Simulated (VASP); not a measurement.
# Nb in VASP: notebook

One slab, Nb, is run at these levels: RPBE, RPBE+D3, RPBE+D3(BJ); tasks: relaxation of the atoms.

All numbers are computed with VASP 6.6.1; they aren't measurements. Logs are shortened: lines on timing, memory, paths and dates and some standing lists are left out, and cuts for length are marked.

## Step 1: The structure

The cell holds a slab with vacuum, 7 atoms: a = 3.328 Å, b = 3.328 Å, c = 24.984 Å, α = 90.00°, β = 90.00°, γ = 90.00°.

The slab is cut from a database's or a generator's crystal, which needn't be the stable form of the element.

## Step 2: Relaxation of the atoms, RPBE

The input, INCAR:

```
PREC = Accurate
ENCUT = 520
EDIFF = 1E-6
ISMEAR = -1
SIGMA = 0.05
LREAL = False
LASPH = True
NELM = 100
ALGO = Normal
ISIF = 2
LWAVE = False
LCHARG = False
LDIPOL = True
IDIPOL = 3
DIPOL = 0.5 0.5 0.500
GGA = RP
IBRION = 2
NSW = 60
EDIFFG = -0.005
```

The input, KPOINTS:

```
regular mesh
0
Gamma
  6 6 1
```

The input, POSCAR:

```
Nb
1.0
    3.3279000000      0.0000000000      0.0000000000
    0.0000000000      3.3279000000      0.0000000000
    0.0000000000      0.0000000000     24.9837000000
Nb
7
Selective dynamics
Direct
    0.5000000000      0.5000000000      0.3001957276  F F F
    0.0000000000      0.0000000000      0.3667971517  F F F
    0.5000000000      0.5000000000      0.4333985759  F F F
    0.0000000000      0.0000000000      0.5000000000  T T T
    0.5000000000      0.5000000000      0.5666014241  T T T
    0.0000000000      0.0000000000      0.6332028483  T T T
    0.5000000000      0.5000000000      0.6998042724  T T T
```

Potentials or basis: VASP PAW PBE potentials, release 64 (Nb_sv).

Launch:

```
> cat potpaw_PBE.64/Nb_sv/POTCAR > POTCAR
> mpirun -np 1 vasp_std > vasp.out
```

OUTCAR:

```text
PREC = Accurate
   ENCUT = 520
   EDIFF = 1E-6
   ISMEAR = -1
   LREAL = False
   LASPH = True
   NELM = 100
   ISIF = 2
   GGA = RP
   IBRION = 2
   NSW = 60
   EDIFFG = -0.005

 ion  position               nearest neighbor table
   1  0.500  0.500  0.300-   2 2.88   2 2.88   2 2.88   2 2.88
   2  0.000  0.000  0.367-   1 2.88   1 2.88   1 2.88   1 2.88   3 2.88   3 2.88   3 2.88   3 2.88

   3  0.500  0.500  0.433-   4 2.88   4 2.88   4 2.88   4 2.88   2 2.88   2 2.88   2 2.88   2 2.88

   4  0.000  0.000  0.500-   3 2.88   5 2.88   3 2.88   5 2.88   3 2.88   5 2.88   3 2.88   5 2.88

   5  0.500  0.500  0.567-   4 2.88   4 2.88   4 2.88   4 2.88   6 2.88   6 2.88   6 2.88   6 2.88

   6  0.000  0.000  0.633-   7 2.88   7 2.88   7 2.88   7 2.88   5 2.88   5 2.88   5 2.88   5 2.88

   7  0.500  0.500  0.700-   6 2.88   6 2.88   6 2.88   6 2.88

  LATTYP: Found a simple tetragonal cell.
 ALAT       =     3.3279000000
 C/A-ratio  =     7.5073469756

  Lattice vectors:

 A1 = (   3.3279000000,   0.0000000000,   0.0000000000)
 A2 = (   0.0000000000,   3.3279000000,   0.0000000000)
 A3 = (   0.0000000000,   0.0000000000,  24.9837000000)

Analysis of symmetry for initial positions (statically):
=====================================================================
 Subroutine PRICEL returns:
 Original cell was already a primitive cell.

 Routine SETGRP: Setting up the symmetry group for a
 simple tetragonal supercell.

 Subroutine GETGRP returns: Found 16 space group operations
 (whereof 16 operations were pure point group operations)
 out of a pool of 16 trial point group operations.

The static configuration has the point symmetry D_4h.

Analysis of symmetry for dynamics (positions and initial velocities):
=====================================================================
 Subroutine PRICEL returns:
 Original cell was already a primitive cell.

 Routine SETGRP: Setting up the symmetry group for a
 simple tetragonal supercell.

 Subroutine GETGRP returns: Found 16 space group operations
 (whereof 16 operations were pure point group operations)
 out of a pool of 16 trial point group operations.

The dynamic configuration has the point symmetry D_4h.

Analysis of constrained symmetry for selective dynamics:
=====================================================================
 Subroutine PRICEL returns:
 Original cell was already a primitive cell.

 Routine SETGRP: Setting up the symmetry group for a
 simple tetragonal supercell.

 Subroutine GETGRP returns: Found  8 space group operations
 (whereof  8 operations were pure point group operations)
 out of a pool of 16 trial point group operations.

The constrained configuration has the point symmetry C_4v.

 Subroutine INISYM returns: Found  8 space group operations
 (whereof  8 operations are pure point group operations),
 and found     1 'primitive' translations

----------------------------------------------------------------------------------------

                                     Primitive cell

  volume of cell :     276.6924

  direct lattice vectors                    reciprocal lattice vectors
     3.327900000  0.000000000  0.000000000     0.300489798  0.000000000  0.000000000
     0.000000000  3.327900000  0.000000000     0.000000000  0.300489798  0.000000000
     0.000000000  0.000000000 24.983700000     0.000000000  0.000000000  0.040026097

  length of vectors
     3.327900000  3.327900000 24.983700000     0.300489798  0.300489798  0.040026097

  position of ions in fractional coordinates (direct lattice)
     0.500000000  0.500000000  0.300195728
     0.000000000  0.000000000  0.366797152
     0.500000000  0.500000000  0.433398576
     0.000000000  0.000000000  0.500000000
     0.500000000  0.500000000  0.566601424
     0.000000000  0.000000000  0.633202848
     0.500000000  0.500000000  0.699804272

  ion indices of the primitive-cell ions
   primitive index   ion index
                 1           1
                 2           2
                 3           3
                 4           4
                 5           5
                 6           6
                 7           7

----------------------------------------------------------------------------------------

 KPOINTS: regular mesh

Automatic generation of k-mesh.
 Grid dimensions read from file:
 generate k-points for:    6    6    1

 Generating k-lattice:

  Cartesian coordinates                     Fractional coordinates (reciprocal lattice)
     0.050081633  0.000000000  0.000000000     0.166666667  0.000000000  0.000000000
     0.000000000  0.050081633  0.000000000     0.000000000  0.166666667  0.000000000
     0.000000000  0.000000000  0.040026097     0.000000000  0.000000000  1.000000000

  Length of vectors
     0.050081633  0.050081633  0.040026097

  Shift w.r.t. Gamma in fractional coordinates (k-lattice)
     0.000000000  0.000000000  0.000000000

 Subroutine IBZKPT returns following result:
[... 57 lines left out ...]
  Thomas-Fermi vector in A             =   2.266724
   LORBIT       =      0    0 simple, 1 ext, 2 COOP (PROOUT), +10 PAW based schemes
   GGA     = RP    functional components
   LHFCALC =     F    Hartree Fock is set to
   AEXX    =    0.0000 exact exchange contribution
   IVDW    =     0    specifies the selected vdW correction
   LEPSILON=     F    determine dielectric tensor
   LRPA    =     F    only Hartree local field effects (RPA)
 conjugate gradient relaxation of ions
 non-spin polarized calculation
  energy-cutoff  :      520.00
  volume of cell :      276.69
 maximum number of plane-waves:      7496
 NGX is ok and might be reduce to    28
   NGX = 13   NGY = 13   NGZ = 93

--------------------------------------- Ionic step        1  -------------------------------------------

 number of electron      91.0000002 magnetization

 Free energy of the ion-electron system (eV)
  ---------------------------------------------------
  ext. energy  EPLUGINS =         0.00000000
  ---------------------------------------------------
  free energy    TOTEN  =       -64.65532552 eV

  energy without entropy =      -64.56909454  energy(sigma->0) =      -64.61221003

------------------------ aborting loop because EDIFF is reached ----------------------------------------

  FORCE on cell =-STRESS in cart. coord.  units (eV):
  Direction    XX          YY          ZZ          XY          YZ          ZX
  --------------------------------------------------------------------------------------
  -------------------------------------------------------------------------------------
  Total       -5.5677076     -5.5677076     -4.2079707      0.0000000     -0.0000000      0.0000000
  in kB      -32.2396047    -32.2396047    -24.3660986      0.0000000     -0.0000000      0.0000000
  external PRESSURE =     -29.6151026 kB  Pullay stress =       0.0000000 kB
[... 104 lines left out ...]
  FREE ENERGIE OF THE ION-ELECTRON SYSTEM (eV)
  ---------------------------------------------------
  free  energy   TOTEN  =       -64.7806115093 eV

  energy  without entropy=      -64.7021474749  energy(sigma->0) =      -64.74137949

 dipolmoment           0.000000      0.000000      0.000711 electrons x Angstroem

[... ionic steps 4 to 13 ...]

--------------------------------------- Ionic step       14  -------------------------------------------

 number of electron      91.0000002 magnetization

------------------------ aborting loop because EDIFF is reached ----------------------------------------
[... 38 lines left out ...]
 number of electron      91.0000002 magnetization

------------------------ aborting loop because EDIFF is reached ----------------------------------------

 vacuum level on the upper side and lower side of the slab       (xc-potential included)        -0.084         0.054

  FORCE on cell =-STRESS in cart. coord.  units (eV):
  Direction    XX          YY          ZZ          XY          YZ          ZX
  --------------------------------------------------------------------------------------
  -------------------------------------------------------------------------------------
  Total       -3.5189121     -3.5189121     -2.3031190      0.0000000     -0.0000000      0.0000000
  in kB      -20.3761301    -20.3761301    -13.3361254      0.0000000     -0.0000000      0.0000000
  external PRESSURE =     -18.0294618 kB  Pullay stress =       0.0000000 kB
[... 28 lines left out ...]
--------------------------------------- Ionic step       16  -------------------------------------------

 number of electron      91.0000002 magnetization

 dipolmoment           0.000000      0.000000     -0.009499 electrons x Angstroem

 Free energy of the ion-electron system (eV)
  ---------------------------------------------------
  ext. energy  EPLUGINS =         0.00000000
  ---------------------------------------------------
  free energy    TOTEN  =       -64.79060587 eV

  energy without entropy =      -64.71301362  energy(sigma->0) =      -64.75180975

 E-fermi :   3.4656     XC(G=0):  -6.6553

 val. band max:        3.4398806303   @ k =   0.1667   0.0000   0.0000
 cond. band min:       3.4716942976   @ k =   0.3333   0.0000   0.0000
 fundamental gap:      0.0318136673
 Fermi energy:         3.4656025843

 k-point     1 :       0.0000    0.0000    0.0000
  band No.  band energies     occupation
      1     -51.7150      2.00000
      2     -51.5326      2.00000
      3     -51.0530      2.00000
      4     -51.0030      2.00000
      5     -50.8657      2.00000
      6     -50.7536      2.00000
[... 559 lines left out ...]
     53       6.1541      0.00000
     54       6.6418      0.00000

------------------------ aborting loop because EDIFF is reached ----------------------------------------

 vacuum level on the upper side and lower side of the slab       (xc-potential included)        -0.218        -0.064

  FORCE on cell =-STRESS in cart. coord.  units (eV):
  Direction    XX          YY          ZZ          XY          YZ          ZX
  --------------------------------------------------------------------------------------
  -------------------------------------------------------------------------------------
  Total       -3.4981730     -3.4981730     -2.3047866      0.0000000     -0.0000000      0.0000000
  in kB      -20.2560414    -20.2560414    -13.3457816      0.0000000     -0.0000000      0.0000000
  external PRESSURE =     -17.9526215 kB  Pullay stress =       0.0000000 kB
[... 22 lines left out ...]
  FREE ENERGIE OF THE ION-ELECTRON SYSTEM (eV)
  ---------------------------------------------------
  free  energy   TOTEN  =       -64.7906058743 eV

  energy  without entropy=      -64.7130136237  energy(sigma->0) =      -64.75180975

 reached required accuracy - stopping structural energy minimisation

 vacuum level on the upper side and lower side of the slab         6.719         6.879
```

Wall time 24 min (1 thread of Intel Xeon 6975P-C (Granite Rapids), shared host); peak memory 0.47 GiB.

Results:

- Free energy: -64.7906 eV
- Energy gained by relaxing: 19.3 meV/atom
- Ionic steps: 16
- Band gap on the k mesh: none (metal or under the smearing width)

Step by step:
| step | energy change (eV) | largest force (eV/Å) | pressure (GPa) |
| --- | --- | --- | --- |
| 1 | 0.0000 | 1.1440 | -2.96 |
| 2 | -0.0890 | 1.1276 | -2.65 |
| 3 | -0.1253 | 1.1150 | -2.21 |
| 4 | -0.1253 | 1.1164 | -2.23 |
| 5 | -0.1309 | 1.1199 | -2.15 |
| 6 | -0.1324 | 1.1235 | -2.08 |
| 7 | -0.1324 | 1.1234 | -2.08 |
| 8 | -0.1328 | 1.1234 | -2.07 |
| 9 | -0.1335 | 1.1243 | -2.04 |
| 10 | -0.1339 | 1.1273 | -1.99 |
| 11 | -0.1341 | 1.1271 | -1.97 |
| 12 | -0.1345 | 1.1266 | -1.93 |
| 13 | -0.1350 | 1.1273 | -1.84 |
| 14 | -0.1351 | 1.1280 | -1.81 |
| 15 | -0.1352 | 1.1280 | -1.80 |
| 16 | -0.1353 | 1.1277 | -1.80 |

Final structure:
```
Nb
1.0
     3.32790    0.00000    0.00000
     0.00000    3.32790    0.00000
     0.00000    0.00000   24.98370
Nb
7
Direct
  0.50000 0.50000 0.30020
  0.00000 0.00000 0.36680
  0.50000 0.50000 0.43340
  0.00000 0.00000 0.50015
  0.50000 0.50000 0.56740
  0.00000 0.00000 0.63439
  0.50000 0.50000 0.69267
```

Caveat: the PAW data sets were made with another functional, which shifts forces and pressure a little.

## Step 3: Relaxation of the atoms, RPBE+D3

INCAR, as its differences from that of step 2:

```diff
@@ -16,2 +16,3 @@
 GGA = RP
+IVDW = 11
 IBRION = 2
```

KPOINTS is that of step 2.

POSCAR is that of step 2.

Potentials or basis: VASP PAW PBE potentials, release 64 (Nb_sv).

Launch:

```
> cat potpaw_PBE.64/Nb_sv/POTCAR > POTCAR
> mpirun -np 1 vasp_std > vasp.out
```

Run time: 34 min. Hardware: 1 thread of Intel Xeon 6975P-C (Granite Rapids), shared host; peak memory 0.47 GiB.

It converged, with:

```yaml
Free_energy: -68.6725 eV
Energy_gained_by_relaxing: 28.6 meV/atom
Ionic_steps: 24
Band_gap_on_the_k_mesh: none (metal or under the smearing width)
Dispersion_energy_per_atom: -0.560 eV
```

The path:
| step | energy change (eV) | largest force (eV/Å) | pressure (GPa) |
| --- | --- | --- | --- |
| 1 | 0.0000 | 1.3233 | -5.39 |
| 2 | -0.0944 | 1.3078 | -5.04 |
| 3 | -0.1422 | 1.2964 | -4.46 |
| 4 | -0.1422 | 1.2979 | -4.49 |
| 5 | -0.1547 | 1.3022 | -4.36 |
| 6 | -0.1632 | 1.3106 | -4.11 |
| 7 | -0.1729 | 1.3148 | -4.00 |
| 8 | -0.1927 | 1.3281 | -3.66 |
| 9 | -0.1839 | 1.3589 | -2.90 |
| 10 | -0.1974 | 1.3382 | -3.41 |
| 11 | -0.1937 | 1.3173 | -3.05 |
| 12 | -0.2001 | 1.3308 | -3.27 |
| 13 | -0.2001 | 1.3304 | -3.27 |
| 14 | -0.2002 | 1.3308 | -3.24 |
| 15 | -0.2002 | 1.3311 | -3.24 |
| 16 | -0.2002 | 1.3307 | -3.25 |
| 17 | -0.2002 | 1.3312 | -3.25 |
| 18 | -0.2003 | 1.3313 | -3.24 |
| 19 | -0.2003 | 1.3315 | -3.24 |
| 20 | -0.2003 | 1.3327 | -3.23 |
| 21 | -0.2003 | 1.3318 | -3.22 |
| 22 | -0.2003 | 1.3329 | -3.22 |
| 23 | -0.2003 | 1.3332 | -3.21 |
| 24 | -0.2003 | 1.3319 | -3.21 |

Final structure:
```
CELL_PARAMETERS angstrom
3.32790 0.00000 0.00000
0.00000 3.32790 0.00000
0.00000 0.00000 24.98370
ATOMIC_POSITIONS crystal
Nb 0.50000 0.50000 0.30020
Nb 0.00000 0.00000 0.36680
Nb 0.50000 0.50000 0.43340
Nb 0.00000 0.00000 0.49797
Nb 0.50000 0.50000 0.56305
Nb 0.00000 0.00000 0.62885
Nb 0.50000 0.50000 0.68594
```

Levels at points of the mesh, in eV from the Fermi level:
```tsv
k point	band 41	band 42	band 43	band 44	band 45	band 46	band 47	band 48	band 49	band 50
(0.00, 0.00, 0.00)	0.06	0.16	0.18	0.18	0.29	0.29	0.30	0.40	0.40	0.50
(0.50, 0.00, 0.00)	-1.06	-0.77	-0.77	-0.17	-0.11	0.10	0.47	0.49	0.75	1.45
(0.50, 0.50, 0.00)	-1.27	-1.10	-1.10	-0.37	-0.37	0.79	0.79	2.07	2.09	2.35
```

Caveat: the PAW data sets were made with another functional, which shifts forces and pressure a little.

## Step 4: Relaxation of the atoms, RPBE+D3(BJ)

INCAR, as its differences from that of step 3:

```diff
@@ -16,3 +16,3 @@
 GGA = RP
-IVDW = 11
+IVDW = 12
 IBRION = 2
```

KPOINTS is that of step 3.

POSCAR is that of step 3.

Launch:

```
> cat potpaw_PBE.64/Nb_sv/POTCAR > POTCAR
> mpirun -np 1 vasp_std > vasp.out
```

It took 37 min on 1 thread of Intel Xeon 6975P-C (Granite Rapids), shared host; peak memory 0.47 GiB.

It converged, with:

| Quantity | Value |
| --- | --- |
| Free energy | -92.9109 eV |
| Energy gained by relaxing | 263.4 meV/atom |
| Ionic steps | 24 |
| Band gap on the k mesh | none (metal or under the smearing width) |
| Dispersion energy per atom | -4.185 eV |

Step by step:
```
step  energy change (eV)  largest force (eV/Å)  pressure (GPa)
   1              0.0000                3.2133          -20.62
   2             -0.4404                3.1931          -19.62
   3             -0.7316                3.1795          -17.75
   4             -1.0212                3.2181          -16.99
   5             -1.2400                3.2462          -15.25
   6             -1.4272                3.2576          -14.79
   7             -1.7433                3.3964          -13.13
   8             -1.7517                3.4571          -12.60
   9             -1.8376                3.4635          -12.06
  10             -1.8403                3.4609          -12.15
  11             -1.8432                3.4423          -12.20
  12             -1.8432                3.4427          -12.19
  13             -1.8434                3.4417          -12.21
  14             -1.8434                3.4407          -12.22
  15             -1.8435                3.4428          -12.24
  16             -1.8436                3.4439          -12.29
  17             -1.8437                3.4408          -12.31
  18             -1.8438                3.4382          -12.33
  19             -1.8438                3.4382          -12.34
  20             -1.8438                3.4371          -12.34
  21             -1.8438                3.4376          -12.34
  22             -1.8438                3.4377          -12.34
  23             -1.8438                3.4380          -12.35
  24             -1.8438                3.4383          -12.35
```

Final structure:
```
Nb
1.0
     3.32790    0.00000    0.00000
     0.00000    3.32790    0.00000
     0.00000    0.00000   24.98370
Nb
7
Cartesian
  1.6640 1.6640 7.5000
  0.0000 0.0000 9.1640
  1.6640 1.6640 10.8279
  0.0000 0.0000 12.2227
  1.6640 1.6640 13.6763
  0.0000 0.0000 15.1637
  1.6640 1.6640 16.4451
```

Levels at points of the mesh, in eV from the Fermi level:
```csv
k point,band 43,band 44,band 45,band 46,band 47,band 48
"(0.00, 0.00, 0.00)",-0.03,0.07,0.22,0.23,0.23,0.34
"(0.50, 0.00, 0.00)",-0.72,-0.36,-0.20,0.12,0.65,0.69
"(0.50, 0.50, 0.00)",-0.90,-0.55,-0.55,0.63,0.63,1.59
```

Caveat: the PAW data sets were made with another functional, which shifts forces and pressure a little.

## Step 5: Overview

```tsv
level	gap on the mesh (eV)
RPBE	none
RPBE+D3	none
RPBE+D3(BJ)	none
```

Alike in all rows: task relaxation of the atoms; potentials or basis VASP PAW PBE potentials, release 64 (Nb_sv); no spin polarisation; cell atoms relaxed; k mesh 6 × 6 × 1; cutoff (eV) 520; smearing fermi-dirac 0.05 eV.

Caveats: the PAW data sets were made with another functional, which shifts forces and pressure a little.

Absolute energies hang on the potentials; compare differences alone.
